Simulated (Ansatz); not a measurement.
## Nuclear-site quantities of BaTe as the cell is scaled

```yaml
crystal:
  lattice:
    - [0.00000, 3.41000, 3.41000]
    - [3.41000, 0.00000, 3.41000]
    - [3.41000, 3.41000, 0.00000]
  atoms:
    - { symbol: Ba, position: [0.00000, 0.00000, 0.00000] }
    - { symbol: Te, position: [0.50000, 0.50000, 0.50000] }
```

Atoms are numbered in the order listed.

The cell is COD entry 1010423, as deposited and not checked against the literature; nothing was relaxed. It is an old determination, and later ones may differ.

Spin–orbit coupling is left out, though it moves levels of the heavy atoms by tenths of an eV or more.

All numbers below come from Ansatz 0.2.0, DFT, PBEsol, all-electron PAW with datasets made for the crystal, scalar-relativistic.

Sampling and basis: a Γ-centred 10×10×10 k mesh, Fermi–Dirac smearing of 0.05 eV, cutoff 240 eV (chosen by the program for this cell), no spin polarisation.

The contact density is the mean electron density over the nuclear volume; its changes set Mössbauer isomer shifts. Changes below are taken from the unscaled cell, where it is 2.06226e+06 e/Å³ at Ba1, 1.46645e+06 e/Å³ at Te2.

Volumes at which the program chose other datasets or cutoffs are left out.

| V/V(cell) | P (GPa) | Δρ(0) Ba1 (e/Å³) | Δρ(0) Te2 (e/Å³) |
| --- | --- | --- | --- |
| 0.9900 | 2.3 | ? | -0.02 |
| 1.0000 | 1.9 | 0.00 | 0.00 |
| 1.0100 | 1.5 | -0.20 | 0.04 |
| 1.0200 | 1.1 | -0.39 | 0.09 |
| 1.0400 | 0.5 | ? | ? |
| 1.0600 | -0.2 | -1.13 | 0.40 |

Q: Give the missing entry: row "1.0400", column "Δρ(0) Te2 (e/Å³)".

A: 0.22.

Q: What belongs in the row "1.0400", column "Δρ(0) Ba1 (e/Å³)"?

A: -0.77.

Q: Fill in "Δρ(0) Ba1 (e/Å³)" for the row "0.9900".

A: 0.20.

The datasets are made afresh for each cell, so very small changes are uncertain. Scalar relativity leaves out the p1/2 density at heavy nuclei.
